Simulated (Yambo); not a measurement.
# Ge (Fd-3m) in Yambo: a series of runs

Runs on Ge. Level: PBE. Tasks: G0W0 quasiparticle levels, optical spectrum.

Everything below comes from runs of Yambo 5.3.0. Logs are shortened: lines on timing, memory, paths and dates and some standing lists are left out, and cuts for length are marked.

### 1 Starting point

It takes space group Fd-3m (No. 227, cubic). Conventional cell: a = 5.658 Å, b = 5.658 Å, c = 5.658 Å, α = 90.00°, β = 90.00°, γ = 90.00°. Ge (site symmetry -43m) has 4 Ge at 2.45 Å as nearest neighbours.

### 2 G0W0 quasiparticle levels, PBE

The input, g0w05.in:

```
gw0
dyson
el_el_corr
rim_cut
HF_and_locXC
ppa
em1d
RandQpts= 1000000
RandGvec= 50 RL
EXXRLvcs= 124 Ry
VXCRLvcs= 124 Ry
Chimod= "HARTREE"
% BndsRnXp
 1 | 62 |
%
NGsBlkXp= 12 Ry
% LongDrXp
 1 | 1 | 1 |
%
PPAPntXp= 27.21138 eV
% GbndRnge
 1 | 62 |
%
GTermKind= "BG"
DysSolver= "n"
ExtendOut
% QPkrange
 1 | 1 | 20 | 24 |
 3 | 3 | 20 | 24 |
%
```

The input, scf.in:

```
&CONTROL
  calculation = 'scf'
  prefix = 'pwscf'
  outdir = './tmp'
  pseudo_dir = './pseudo'
/
&SYSTEM
  ibrav = 0
  nat = 2
  ntyp = 1
  ecutwfc = 124
  nbnd = 31
  occupations = 'smearing'
  smearing = 'fd'
  degauss = 0.00367493
  force_symmorphic = .true.
/
&ELECTRONS
  conv_thr = 4d-10
  electron_maxstep = 120
  mixing_beta = 0.5
/
ATOMIC_SPECIES
Ge    72.6300 Ge.upf
CELL_PARAMETERS angstrom
   0.0000000000    2.8289100000    2.8289100000
   2.8289100000    0.0000000000    2.8289100000
   2.8289100000    2.8289100000    0.0000000000
ATOMIC_POSITIONS crystal
Ge     0.7500000000    0.7500000000    0.7500000000
Ge     0.5000000000    0.5000000000    0.5000000000
K_POINTS automatic
8 8 8 0 0 0
```

The input, nscf.in:

```
&CONTROL
  calculation = 'nscf'
  prefix = 'pwscf'
  outdir = './tmp'
  pseudo_dir = './pseudo'
/
&SYSTEM
  ibrav = 0
  nat = 2
  ntyp = 1
  ecutwfc = 124
  nbnd = 62
  occupations = 'smearing'
  smearing = 'fd'
  degauss = 0.00367493
  force_symmorphic = .true.
/
&ELECTRONS
  conv_thr = 1d-08
  diago_full_acc = .true.
  diago_thr_init = 1d-06
/
ATOMIC_SPECIES
Ge    72.6300 Ge.upf
CELL_PARAMETERS angstrom
   0.0000000000    2.8289100000    2.8289100000
   2.8289100000    0.0000000000    2.8289100000
   2.8289100000    2.8289100000    0.0000000000
ATOMIC_POSITIONS crystal
Ge     0.7500000000    0.7500000000    0.7500000000
Ge     0.5000000000    0.5000000000    0.5000000000
K_POINTS automatic
2 2 2 0 0 0
```

Potentials or basis: PseudoDojo 0.4 SR PBE stringent.

Launch:

```
> OMP_NUM_THREADS=1 pw.x -in scf.in > scf.out
> OMP_NUM_THREADS=1 pw.x -in nscf.in > nscf.out
> cd tmp/pwscf.save; p2y; mv SAVE ../..; cd ../..
> OMP_NUM_THREADS=1 yambo
> mkdir -p g0w05; ln -s $PWD/g0w00/ndb.pp* g0w05/
> mkdir -p g0w05; ln -s $PWD/g0w00/ndb.RIM g0w05/
> OMP_NUM_THREADS=1 yambo -F g0w05.in -J g0w05 -C g0w05_out
```

Yambo's report:

```text
[... sections 02.01 to 02.04 as in the set-up run ...]

  [02.05] Energies & Occupations
  ==============================

  [X] === General ===
  [X] Electronic Temperature                        :  0.258693E-1   300.200    [eV K]
  [X] Bosonic    Temperature                        :  0.258606E-1   300.100    [eV K]
  [X] Finite Temperature mode                       : yes
  [X] El. density                                   :  0.97177E+24 [cm-3]
  [X] Fermi Level                                   :  10.37088 [eV]

  [X] === Gaps and Widths ===
  [X] Conduction Band Min                           :  10.37088 [eV]
  [X] Valence Band Max                              :  10.37088 [eV]
  [X] Filled Bands                                  :  19
  [X] Metallic Bands                                :  20  23
  [X] Empty Bands                                   :   24   62

  [X] === Metallic Characters ===
  [X] N of el / N of met el                         :  44.00000   5.99287
  [X] Average metallic occ.                         :  0.374555

  [WARNING] [X] Metallic system

 [03] Transferred momenta grid and indexing
 ==========================================

 IBZ Q-points                                      :  3
 BZ  Q-points                                      :   8

 K/Q-points units:
 rlu = crystal or reduced units; cc = cartesian coordinates; iku = interal k-units

 Q [1]          [rlu]:  0.000000  0.000000  0.000000
 Q [2]          [rlu]:  0.25892E-17  0.25892E-17 -0.50000
 Q [3]          [rlu]: -0.17392E-16 -0.50000     -0.50000

 [04] Coloumb potential Random Integration (RIM)
 ===============================================

 Summary of Coulomb integrals for non-metallic bands |Q|[au] RIM/Bare

 Q [1] 0.100000E-4 0.995998 * Q [2] 0.508935 1.064860
 Q [3] 0.587668 1.063764

 [05] Dipoles
 ============

  [05.01] Setup: observables and procedures
  =========================================

  [WF-Oscillators/G space/Transverse up loader] Normalization (few states)  min/max  :  0.17347E-17   1.0000

  [WR./g0w05//ndb.dipoles]--------------------------------------------------------
   Brillouin Zone Q/K grids (IBZ/BZ)                :   3   8   3   8
   RL vectors                                       :   8291 [WF]
   Fragmentation                                    : yes
[... 90 lines left out ...]
 ==================================

 [WARNING] Response block size in GW reduced to 229     RL (6043    mHa)

  [08.01] G0W0 (W PPA)
  ====================

  [  GW  ] Bands range     :    1   62
  [GW/PPA] G damping       :  0.100000 [eV]

  QP @ state[ 1 ] K range:  1  1
  QP @ state[ 1 ] b range:  20  24
  QP @ state[ 2 ] K range:  3  3
  QP @ state[ 2 ] b range:  20  24

   Current Q-pt index             :  1
   :: PP condition fails/total    :  0.262314
   :: Time ordering fails/rest    :  0.499884
   :: Mean rel dev of PP cond     :  0.262327
   Current Q-pt index             :  2
   :: PP condition fails/total    :  0.263038
   :: Time ordering fails/rest    :  0.500194
   :: Mean rel dev of PP cond     :  0.263040
   Current Q-pt index             :  3
   :: PP condition fails/total    :  0.241452
   :: Time ordering fails/rest    :  0.500038
   :: Mean rel dev of PP cond     :  0.241458

  [08.02] QP properties and I/O
  =============================

  Legend (energies in eV)
  - B  : Band       - Eo  : bare energy
  - E  : QP energy  - Z   : Renormalization factor
  - So : Sc(Eo)     - S   : Sc(E)
  - dSp: Sc derivative precision

  - lXC: Local XC (Perdew, Burke & Ernzerhof(X)+Perdew, Burke & Ernzerhof(C))
  -nlXC: non-Local XC (Hartree-Fock)

  QP [eV] @ K [1] (iku):  0.000000  0.000000  0.000000
   B=20 Eo= -0.04 E= -0.23 E-Eo= -0.19 Re(Z)=0.82 Im(Z)=-0.108055E-2 nlXC= -14.9615 lXC= -13.6498 So=  1.07312
   B=21 Eo= -0.04 E= -0.24 E-Eo= -0.20 Re(Z)=0.82 Im(Z)=-0.105957E-2 nlXC= -14.9615 lXC= -13.6498 So=  1.06844
   B=22 Eo= -0.04 E= -0.24 E-Eo= -0.20 Re(Z)=0.82 Im(Z)=-0.111157E-2 nlXC= -14.9615 lXC= -13.6498 So=  1.06618
   B=23 Eo= -0.00 E=  0.31 E-Eo=  0.31 Re(Z)=0.80 Im(Z)=-0.129931E-2 nlXC= -13.1324 lXC= -15.6650 So= -2.14139
   B=24 Eo=  2.51 E=  2.48 E-Eo= -0.03 Re(Z)=0.81 Im(Z)= 0.324962E-4 nlXC= -7.10128 lXC= -11.8073 So= -4.74906

  QP [eV] @ K [3] (iku): -0.500000  0.000000  0.000000
   B=20 Eo= -8.92 E= -9.00 E-Eo= -0.07 Re(Z)=0.81 Im(Z)=  0.09986 nlXC=-18.21362 lXC=-13.47189 So=  4.65228
   B=21 Eo= -3.11 E= -3.29 E-Eo= -0.18 Re(Z)=0.81 Im(Z)=-0.308385E-2 nlXC= -14.5955 lXC= -12.0185 So=  2.35310
   B=22 Eo= -3.11 E= -3.29 E-Eo= -0.18 Re(Z)=0.81 Im(Z)=-0.202146E-2 nlXC= -14.5955 lXC= -12.0185 So=  2.35182
   B=23 Eo=  0.71 E=  0.48 E-Eo= -0.23 Re(Z)=0.83 Im(Z)=-0.219885E-2 nlXC= -5.94829 lXC= -10.1756 So= -4.50639
   B=24 Eo=  0.71 E=  0.48 E-Eo= -0.23 Re(Z)=0.83 Im(Z)=-0.219815E-2 nlXC= -5.94829 lXC= -10.1753 So= -4.50640

  [WR./g0w05//ndb.QP]-------------------------------------------------------------
   Lattice constants                                :  5.345865  5.345865  5.345865
   Coulomb cutoff potential                         : none
   Electronic Temperature                           :  300.2000 [K]
   Bosonic    Temperature                           :  300.1000 [K]
   Green`s function   energies                      : Perdew, Burke & Ernzerhof(X)+Perdew, Burke & Ernzerhof(C)
   wavefunctions                                    : Perdew, Burke & Ernzerhof(X)+Perdew, Burke & Ernzerhof(C)
   PPA    diel. fun.  energies                      : Perdew, Burke & Ernzerhof(X)+Perdew, Burke & Ernzerhof(C)
   wavefunctions                                    : Perdew, Burke & Ernzerhof(X)+Perdew, Burke & Ernzerhof(C)
   QP tot states                                    :  10
   GW solver                                        : Newton
   GW approximation                                 : PPA
   PPA imaginary Energy                             :  27.21138 ev
   RIM G`s                                          :   51
   RIM random pts                                   :  1000000
   dS/dw steps                                      :  2
   dS/dw step                                       :  0.100000 ev
   X G`s                                            :  229 used
   X G`s                                            :  229 disk
   X bands                                          :    1   62
   X poles                                          :  100.0000 o/o
   X e/h E range                                    : -1.000000 -1.000000 ev
   X Hxc Kernel                                     : HARTREE
   X BZ energy Double Grid                          : no
   X Optical Averaged directions                    : none
   Sc/G bands                                       :    1   62
   Sc/G damping                                     :  0.100000 ev
   Sc bands terminator                              : yes
   Sc terminator kind                               : BG
   Sc Terminator pole                               :  40.81708
   Sx RL components                                 :   7239

   QP @ state[ 1 ] K range                          :  1  1
   QP @ state[ 1 ] b range                          :  20  24
   QP @ state[ 2 ] K range                          :  3  3
   QP @ state[ 2 ] b range                          :  20  24
   GF energies kind                                 : Perdew, Burke & Ernzerhof(X)+Perdew, Burke & Ernzerhof(C)
   GF WF`s kind                                     : Perdew, Burke & Ernzerhof(X)+Perdew, Burke & Ernzerhof(C)
   Xs energies kind                                 : Perdew, Burke & Ernzerhof(X)+Perdew, Burke & Ernzerhof(C)
   Xs WF`s kind                                     : Perdew, Burke & Ernzerhof(X)+Perdew, Burke & Ernzerhof(C)
```

What came out:

- Band gap on the k mesh, mean-field level: none (metal or under the smearing width)

Quasiparticle terms (eV):
| k point | band | Kohn-Sham level | Vxc | Σx | Σc | Z | result |
| --- | --- | --- | --- | --- | --- | --- | --- |
| (0.000, 0.000, 0.000) | 20 | -0.04 | -13.65 | -14.96 | 1.07 | 0.82 | -0.23 |
| (0.000, 0.000, 0.000) | 21 | -0.04 | -13.65 | -14.96 | 1.07 | 0.82 | -0.24 |
| (0.000, 0.000, 0.000) | 22 | -0.04 | -13.65 | -14.96 | 1.07 | 0.82 | -0.24 |
| (0.000, 0.000, 0.000) | 23 | 0.00 | -15.67 | -13.13 | -2.14 | 0.80 | 0.31 |
| (0.000, 0.000, 0.000) | 24 | 2.51 | -11.81 | -7.10 | -4.75 | 0.81 | 2.48 |
| (0.000, -0.500, -0.500) | 20 | -8.92 | -13.47 | -18.21 | 4.65 | 0.81 | -9.00 |
| (0.000, -0.500, -0.500) | 21 | -3.11 | -12.02 | -14.60 | 2.35 | 0.81 | -3.29 |
| (0.000, -0.500, -0.500) | 22 | -3.11 | -12.02 | -14.60 | 2.35 | 0.81 | -3.29 |
| (0.000, -0.500, -0.500) | 23 | 0.71 | -10.18 | -5.95 | -4.51 | 0.83 | 0.48 |
| (0.000, -0.500, -0.500) | 24 | 0.71 | -10.18 | -5.95 | -4.51 | 0.83 | 0.48 |

Caveat: the k mesh is coarse (spacing up to 0.96 Å⁻¹), so the values aren't converged; the plasmon-pole model is rough for a metal; the screening block or the number of bands is too small for a converged GW gap; the ground state has no gap, which makes the many-body step unreliable; this version prints the column dSc/dw multiplied by 27.2; the terminator is approximate in this version, by hundredths of an eV; this crystal is a semiconductor, whose small gap the functional closes, so the metal is an error of the method.

### 3 G0W0 quasiparticle levels, PBE

The input, g0w06.in:

```
gw0
dyson
el_el_corr
rim_cut
HF_and_locXC
ppa
em1d
RandQpts= 1000000
RandGvec= 50 RL
EXXRLvcs= 124 Ry
VXCRLvcs= 124 Ry
UseNLCC
Chimod= "HARTREE"
% BndsRnXp
 1 | 62 |
%
NGsBlkXp= 12 Ry
% LongDrXp
 1 | 1 | 1 |
%
PPAPntXp= 27.21138 eV
% GbndRnge
 1 | 62 |
%
GTermKind= "none"
DysSolver= "n"
ExtendOut
% QPkrange
 1 | 1 | 20 | 24 |
 3 | 3 | 20 | 24 |
%
```

scf.in is that of step 2.

nscf.in is that of step 2.

Potentials or basis: PseudoDojo 0.4 SR PBE stringent.

Launch:

```
> OMP_NUM_THREADS=1 pw.x -in scf.in > scf.out
> OMP_NUM_THREADS=1 pw.x -in nscf.in > nscf.out
> cd tmp/pwscf.save; p2y; mv SAVE ../..; cd ../..
> OMP_NUM_THREADS=1 yambo
> mkdir -p g0w06; ln -s $PWD/g0w00/ndb.pp* g0w06/
> mkdir -p g0w06; ln -s $PWD/g0w00/ndb.RIM g0w06/
> OMP_NUM_THREADS=1 yambo -F g0w06.in -J g0w06 -C g0w06_out
```

Yambo's report:

```text
[... sections 02.01 to 02.04 as in the set-up run ...]

  [02.05] Energies & Occupations
  ==============================

  [X] === General ===
  [X] Electronic Temperature                        :  0.258693E-1   300.200    [eV K]
  [X] Bosonic    Temperature                        :  0.258606E-1   300.100    [eV K]
  [X] Finite Temperature mode                       : yes
  [X] El. density                                   :  0.97177E+24 [cm-3]
  [X] Fermi Level                                   :  10.37088 [eV]

  [X] === Gaps and Widths ===
  [X] Conduction Band Min                           :  10.37088 [eV]
  [X] Valence Band Max                              :  10.37088 [eV]
  [X] Filled Bands                                  :  19
  [X] Metallic Bands                                :  20  23
  [X] Empty Bands                                   :   24   62

  [X] === Metallic Characters ===
  [X] N of el / N of met el                         :  44.00000   5.99287
  [X] Average metallic occ.                         :  0.374555

  [WARNING] [X] Metallic system

 [03] Transferred momenta grid and indexing
 ==========================================

 IBZ Q-points                                      :  3
 BZ  Q-points                                      :   8

 K/Q-points units:
 rlu = crystal or reduced units; cc = cartesian coordinates; iku = interal k-units

 Q [1]          [rlu]:  0.000000  0.000000  0.000000
 Q [2]          [rlu]:  0.25892E-17  0.25892E-17 -0.50000
 Q [3]          [rlu]: -0.17392E-16 -0.50000     -0.50000

 [04] Coloumb potential Random Integration (RIM)
 ===============================================

 Summary of Coulomb integrals for non-metallic bands |Q|[au] RIM/Bare

 Q [1] 0.100000E-4 0.995998 * Q [2] 0.508935 1.064860
[... 124 lines left out ...]
   :: Mean rel dev of PP cond     :  0.263040
   Current Q-pt index             :  3
   :: PP condition fails/total    :  0.241452
   :: Time ordering fails/rest    :  0.500038
   :: Mean rel dev of PP cond     :  0.241458

  [08.02] QP properties and I/O
  =============================

  Legend (energies in eV)
  - B  : Band       - Eo  : bare energy
  - E  : QP energy  - Z   : Renormalization factor
  - So : Sc(Eo)     - S   : Sc(E)
  - dSp: Sc derivative precision

  - lXC: Local XC (Perdew, Burke & Ernzerhof(X)+Perdew, Burke & Ernzerhof(C))
  -nlXC: non-Local XC (Hartree-Fock)

  QP [eV] @ K [1] (iku):  0.000000  0.000000  0.000000
   B=20 Eo= -0.04 E=  0.17 E-Eo=  0.21 Re(Z)=0.82 Im(Z)=-0.108055E-2 nlXC= -14.9615 lXC= -13.9014 So=  1.32065
   B=21 Eo= -0.04 E=  0.17 E-Eo=  0.21 Re(Z)=0.82 Im(Z)=-0.105957E-2 nlXC= -14.9615 lXC= -13.9014 So=  1.32059
   B=22 Eo= -0.04 E=  0.18 E-Eo=  0.21 Re(Z)=0.82 Im(Z)=-0.111157E-2 nlXC= -14.9615 lXC= -13.9014 So=  1.32273
   B=23 Eo= -0.00 E=  1.10 E-Eo=  1.11 Re(Z)=0.80 Im(Z)=-0.129931E-2 nlXC= -13.1324 lXC= -16.3535 So= -1.84156
   B=24 Eo=  2.51 E=  3.07 E-Eo=  0.55 Re(Z)=0.81 Im(Z)= 0.324962E-4 nlXC= -7.10128 lXC= -12.2938 So= -4.51275

  QP [eV] @ K [3] (iku): -0.500000  0.000000  0.000000
   B=20 Eo= -8.92 E= -8.50 E-Eo=  0.42 Re(Z)=0.81 Im(Z)=  0.09986 nlXC=-18.21362 lXC=-13.93784 So=  4.80258
   B=21 Eo= -3.11 E= -2.86 E-Eo=  0.26 Re(Z)=0.81 Im(Z)=-0.308385E-2 nlXC= -14.5955 lXC= -12.3836 So=  2.52723
   B=22 Eo= -3.11 E= -2.86 E-Eo=  0.26 Re(Z)=0.81 Im(Z)=-0.202146E-2 nlXC= -14.5955 lXC= -12.3835 So=  2.52775
   B=23 Eo=  0.71 E=  1.19 E-Eo=  0.47 Re(Z)=0.83 Im(Z)=-0.219885E-2 nlXC= -5.94829 lXC= -10.8652 So= -4.34765
   B=24 Eo=  0.71 E=  1.17 E-Eo=  0.45 Re(Z)=0.83 Im(Z)=-0.219815E-2 nlXC= -5.94829 lXC= -10.8387 So= -4.34765

  [WR./g0w06//ndb.QP]-------------------------------------------------------------
   Lattice constants                                :  5.345865  5.345865  5.345865
   Coulomb cutoff potential                         : none
   Electronic Temperature                           :  300.2000 [K]
   Bosonic    Temperature                           :  300.1000 [K]
   Green`s function   energies                      : Perdew, Burke & Ernzerhof(X)+Perdew, Burke & Ernzerhof(C)
   wavefunctions                                    : Perdew, Burke & Ernzerhof(X)+Perdew, Burke & Ernzerhof(C)
   PPA    diel. fun.  energies                      : Perdew, Burke & Ernzerhof(X)+Perdew, Burke & Ernzerhof(C)
   wavefunctions                                    : Perdew, Burke & Ernzerhof(X)+Perdew, Burke & Ernzerhof(C)
   QP tot states                                    :  10
   GW solver                                        : Newton
   GW approximation                                 : PPA
   PPA imaginary Energy                             :  27.21138 ev
   RIM G`s                                          :   51
   RIM random pts                                   :  1000000
   dS/dw steps                                      :  2
   dS/dw step                                       :  0.100000 ev
   X G`s                                            :  229 used
   X G`s                                            :  229 disk
   X bands                                          :    1   62
   X poles                                          :  100.0000 o/o
   X e/h E range                                    : -1.000000 -1.000000 ev
   X Hxc Kernel                                     : HARTREE
   X BZ energy Double Grid                          : no
   X Optical Averaged directions                    : none
   Sc/G bands                                       :    1   62
   Sc/G damping                                     :  0.100000 ev
   Sc bands terminator                              : no
   Sx RL components                                 :   7239

   QP @ state[ 1 ] K range                          :  1  1
   QP @ state[ 1 ] b range                          :  20  24
   QP @ state[ 2 ] K range                          :  3  3
   QP @ state[ 2 ] b range                          :  20  24
   GF energies kind                                 : Perdew, Burke & Ernzerhof(X)+Perdew, Burke & Ernzerhof(C)
   GF WF`s kind                                     : Perdew, Burke & Ernzerhof(X)+Perdew, Burke & Ernzerhof(C)
   Xs energies kind                                 : Perdew, Burke & Ernzerhof(X)+Perdew, Burke & Ernzerhof(C)
   Xs WF`s kind                                     : Perdew, Burke & Ernzerhof(X)+Perdew, Burke & Ernzerhof(C)
```

o-g0w06.qp:

```text
# GW solver                                       : Newton
# GW approximation                                : PPA
# PPA imaginary Energy                            :   27.2113800    [ev]
[... 39 lines left out ...]
        3                  23                 0.714596           1.187291           0.472695          -10.86518          -5.948290          -4.347654          -4.444194          -5.555339           0.830452          -0.002199          -11.78431           55.85493
        3                  24                 0.714598           1.165289           0.450691          -10.83868          -5.948286          -4.347655          -4.439702          -5.555305           0.830453          -0.002198          -11.72557           56.13476
#
```

What came out:

```yaml
Band_gap_on_the_k_mesh_mean-field_level: none (metal or under the smearing width)
```

Quasiparticle terms (eV):
```
                k point  band  Kohn-Sham level     Vxc      Σx     Σc     Z  result
  (0.000, 0.000, 0.000)    20            -0.04  -13.90  -14.96   1.32  0.82    0.17
  (0.000, 0.000, 0.000)    21            -0.04  -13.90  -14.96   1.32  0.82    0.17
  (0.000, 0.000, 0.000)    22            -0.04  -13.90  -14.96   1.32  0.82    0.18
  (0.000, 0.000, 0.000)    23             0.00  -16.35  -13.13  -1.84  0.80    1.10
  (0.000, 0.000, 0.000)    24             2.51  -12.29   -7.10  -4.51  0.81    3.07
(0.000, -0.500, -0.500)    20            -8.92  -13.94  -18.21   4.80  0.81   -8.50
(0.000, -0.500, -0.500)    21            -3.11  -12.38  -14.60   2.53  0.81   -2.86
(0.000, -0.500, -0.500)    22            -3.11  -12.38  -14.60   2.53  0.81   -2.86
(0.000, -0.500, -0.500)    23             0.71  -10.87   -5.95  -4.35  0.83    1.19
(0.000, -0.500, -0.500)    24             0.71  -10.84   -5.95  -4.35  0.83    1.17
```

Caveat: the k mesh is coarse (spacing up to 0.96 Å⁻¹), so the values aren't converged; the plasmon-pole model is rough for a metal; the screening block or the number of bands is too small for a converged GW gap; the ground state has no gap, which makes the many-body step unreliable; this version prints the column dSc/dw multiplied by 27.2; Vxc holds the model core while the exchange holds valence states alone, which moves gaps by tenths of an eV; this crystal is a semiconductor, whose small gap the functional closes, so the metal is an error of the method.

(Continued in part 2 of 2.)
